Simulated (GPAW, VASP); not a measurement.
Given: the input of a run of GPAW 26.7.0 (ASE script) on W (Tungsten). 

Contents of run.py:

```python
from ase.dft.bandgap import bandgap
from ase.io import read, write
from ase.units import GPa
from gpaw import GPAW, PW

atoms = read('W.xyz')

calc = GPAW(mode=PW(600),
            xc='PBE',
            kpts={'size': (12, 12, 12), 'gamma': True},
            occupations={'name': 'methfessel-paxton', 'order': 0, 'width': 0.1},
            nbands=16,
            convergence={'density': 1e-05, 'energy': 1e-05},
            maxiter=150,
            txt='gpaw.txt')
atoms.calc = calc
energy = atoms.get_potential_energy()
forces = atoms.get_forces()
stress = atoms.get_stress()
calc.write('gs.gpw')
write('result.traj', atoms)
print(f'Energy: {energy:.6f} eV')
print('Forces (eV/A):')
print(forces.round(4))
print('Stress (GPa):', (stress / GPa).round(3))
print('Fermi level:', round(calc.get_fermi_level(), 4), 'eV')
print(f'Gap: {bandgap(calc)[0]:.4f} eV, direct: {bandgap(calc, direct=True)[0]:.4f} eV')
```

File W.xyz:

```xyz
1
Lattice="-1.5823450000 1.5823450000 1.5823450000 1.5823450000 -1.5823450000 1.5823450000 1.5823450000 1.5823450000 -1.5823450000" Properties=species:S:1:pos:R:3 pbc="T T T"
W      0.0000000000      0.0000000000      0.0000000000
```

Potentials or basis: GPAW PAW data sets (gpaw-data 1.2.1), pw.

Run with:

```bash
$ OMP_NUM_THREADS=1 python run.py
```

Task: Translate it to VASP 6.6.1. Potentials or basis there: PBE PAW files W, 500 eV.

Result: As run (cutoffs and basis follow the program's own potentials, and thresholds, step limits or extra output files can differ):

The input INCAR:

```
PREC     = Accurate       # precision mode
ENCUT    = 500            # plane-wave cutoff, eV
EDIFF    = 1E-6           # SCF threshold, eV
ISMEAR   = 0              # smearing method
SIGMA    = 0.1            # smearing width, eV
LREAL    = F              # projectors in reciprocal space
LASPH    = T              # aspherical terms in the spheres
NELM     = 60             # most SCF steps
ALGO     = Fast           # electronic algorithm
ISIF     = 2              # what is computed and relaxed
LWAVE    = F              # write WAVECAR
LCHARG   = T              # write CHGCAR
GGA      = PE             # functional
LELF     = T              # ELF
LVHAR    = T
```

Contents of KPOINTS:

```
Automatic mesh
0
Gamma
  12 12 12
```

POSCAR

```
W
1.0
   -1.5823450000      1.5823450000      1.5823450000
    1.5823450000     -1.5823450000      1.5823450000
    1.5823450000      1.5823450000     -1.5823450000
W
1
Cartesian
    0.0000000000      0.0000000000      0.0000000000
```

Potentials or basis: VASP PAW PBE potentials, release 64 (W).

The run is started by

```bash
$ cat potpaw_PBE.64/W/POTCAR > POTCAR
$ mpirun -np 1 vasp_std > vasp.out
```

Both were run:

|  | GPAW | VASP |
| --- | --- | --- |
| Pressure | 5.6 GPa | 2.3 GPa |

The potentials hold 14 and 6 valence electrons a cell.

The two runs disagree by more than potentials and bases usually give (in gap, levels, pressure or energy); the cause wasn't traced.

Pressure is positive in compression.
